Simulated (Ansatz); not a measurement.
Crystal: HfN.

```
Hf N
1.0
     0.00000    2.45482    2.45482
     2.45482    0.00000    2.45482
     2.45482    2.45482    0.00000
Hf N
1 1
Cartesian
  0.0000 0.0000 0.0000
  1.2274 1.2274 1.2274
```

The cell comes from a database or a generator and needn't be the stable form of this composition.

| Quantity | Value |
| --- | --- |
| Program | Ansatz 0.2.0 |
| Task | relaxation of cell and atoms |
| Functional | LDA |
| Potentials or basis | Ansatz PAW |
| Cutoff | 420 eV (not typed: the program's choice for these potentials) |
| k mesh | 9 × 9 × 9 |
| Occupations | fermi-dirac, width 0.05 eV |
| Spin | no spin polarisation |

At the start: volume 14.79 Å³/atom.

Where does the relaxation end?

It ends after 7 steps and the volume is 14.07 Å³/atom (-4.9 %); space group F-43m (No. 216, to 0.05 Å).

Step by step:
```csv
step,energy change (eV),largest force (eV/Å),volume (Å³)
1,0.0000,0.0000,29.59
2,-0.0452,0.0000,27.71
3,-0.0489,0.0000,28.20
4,-0.0491,0.0000,28.17
5,-0.0455,0.0000,28.17
6,-0.0456,0.0000,28.14
7,-0.0455,0.0000,28.14
```

Final structure:
```yaml
crystal:
  lattice:
    - [0.00000, 2.41424, 2.41424]
    - [2.41424, 0.00000, 2.41424]
    - [2.41424, 2.41424, 0.00000]
  atoms:
    - { symbol: Hf, position: [0.00000, 0.00000, 0.00000] }
    - { symbol: N, position: [0.25000, 0.25000, 0.25000] }
```

Caveat: the plane-wave basis is chosen anew once the cell has moved, so the energies of steps on either side of that aren't comparable; the pressure holds a Pulay correction of +0.5 GPa for the finite cutoff; the PAW data sets come from PBE, with cores solved anew for the run's functional, which leaves a small shift of forces and pressure.
